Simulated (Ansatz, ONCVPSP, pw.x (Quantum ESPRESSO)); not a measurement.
pw.x on fcc Zr: one setting changed

Potential: optimised norm-conserving Vanderbilt (ONCV), ONCVPSP 4.0.1.1 (patched build), PBE; core [Kr], reference 4d2 5s2; waves: 5s: rc 3.45 bohr, ncon 4, nbas 7, qcut 1.9 1/bohr, 2 projectors, debl 3.1 Ha; p scattering state at 0.09 Ha: rc 3.60 bohr, ncon 3, nbas 6, qcut 2 1/bohr, 2 projectors, debl 1.3 Ha; 4d: rc 1.95 bohr, ncon 4, nbas 6, qcut 4.2 1/bohr, 3 projectors, debl 2.4 Ha; local part: polynomial inside 1.85 bohr (lpopt 5, dvloc0 4 Ha); core correction: none. In the p channel the program set the typed energies aside and used 0.050, 1.350 Ha.

The reference run (k-mesh 13³, cutoffs 75/300 Ry, Fermi–Dirac 0.01 Ry, mixing_beta 0.4, conv_thr 1e-9, no spin) gives 1.20 GPa at 23.229 Å³/atom, where all-electron LAPW gives 0.31 GPa. This run, with its own iteration cap, changes k-mesh points per axis to 3.

```
&control
  calculation='scf', prefix='x', pseudo_dir='./', outdir='./tmp', tstress=.true., disk_io='none'
/
&system
  ibrav=0, nat=1, ntyp=1, ecutwfc=75, ecutrho=300, nbnd=9,
  occupations='smearing', smearing='fd', degauss=0.01
/
&electrons
  conv_thr=1e-09, mixing_beta=0.4, electron_maxstep=60
/
ATOMIC_SPECIES
Zr 1.0 Zr.UPF
CELL_PARAMETERS angstrom
  0.00000000 2.26464521 2.26464521
  2.26464521 0.00000000 2.26464521
  2.26464521 2.26464521 0.00000000
ATOMIC_POSITIONS crystal
Zr 0.0000 0.0000 0.0000
K_POINTS automatic
3 3 3 0 0 0
```

```bash
pw.x < Zr.scf.in > Zr.scf.out
```

Problem. How does the run end?

Solution. It converges in 8 iterations; the free energy moves by +22.7 meV/atom and the pressure by +1.60 GPa.

```
Message from routine setup:
     using ibrav=0 with symmetry is DISCOURAGED, use correct ibrav instead
     lattice parameter (alat)  =       6.0522  a.u.
     unit-cell volume          =     156.7571 (a.u.)^3
     number of electrons       =         4.00
     number of Kohn-Sham states=            9
     kinetic-energy cutoff     =      75.0000  Ry
     charge density cutoff     =     300.0000  Ry
     scf convergence threshold =      1.0E-09
     Exchange-correlation= PBE
     number of k points=     4  Fermi-Dirac smearing, width (Ry)=  0.0100
     iteration #  1     ecut=    75.00 Ry     beta= 0.40
     total energy              =      -6.05507533 Ry
     estimated scf accuracy    <       0.01322826 Ry
     iteration #  2     ecut=    75.00 Ry     beta= 0.40
     total energy              =      -6.05426165 Ry
     estimated scf accuracy    <       0.00335217 Ry
     iteration #  3     ecut=    75.00 Ry     beta= 0.40
     total energy              =      -6.05463843 Ry
     estimated scf accuracy    <       0.00003490 Ry
     iteration #  4     ecut=    75.00 Ry     beta= 0.40
     total energy              =      -6.05465827 Ry
     estimated scf accuracy    <       0.00000905 Ry
     iteration #  5     ecut=    75.00 Ry     beta= 0.40
     total energy              =      -6.05465997 Ry
     estimated scf accuracy    <       0.00000116 Ry
     iteration #  6     ecut=    75.00 Ry     beta= 0.40
     total energy              =      -6.05466012 Ry
     estimated scf accuracy    <          2.0E-09 Ry
     iteration #  7     ecut=    75.00 Ry     beta= 0.40
     total energy              =      -6.05466013 Ry
     estimated scf accuracy    <          2.4E-09 Ry
     iteration #  8     ecut=    75.00 Ry     beta= 0.40
     the Fermi energy is     8.2906 ev
!    total energy              =      -6.05466013 Ry
     estimated scf accuracy    <          4.5E-10 Ry
     smearing contrib. (-TS)   =      -0.01019014 Ry
     The total energy is F=E-TS. E is the sum of the following terms:
     one-electron contribution =       4.61928484 Ry
     hartree contribution      =       0.02548320 Ry
     xc contribution           =      -2.11851970 Ry
     ewald contribution        =      -8.57071832 Ry
     convergence has been achieved in   8 iterations
          total   stress  (Ry/bohr**3)                   (kbar)     P=       27.98
     Message from routine punch:
     Nothing written, as per user request (disk_io='none')
```

The run took about 2.3 s on one core of a shared host (Neoverse-N1, 64 threads, 124 GiB, load 56).
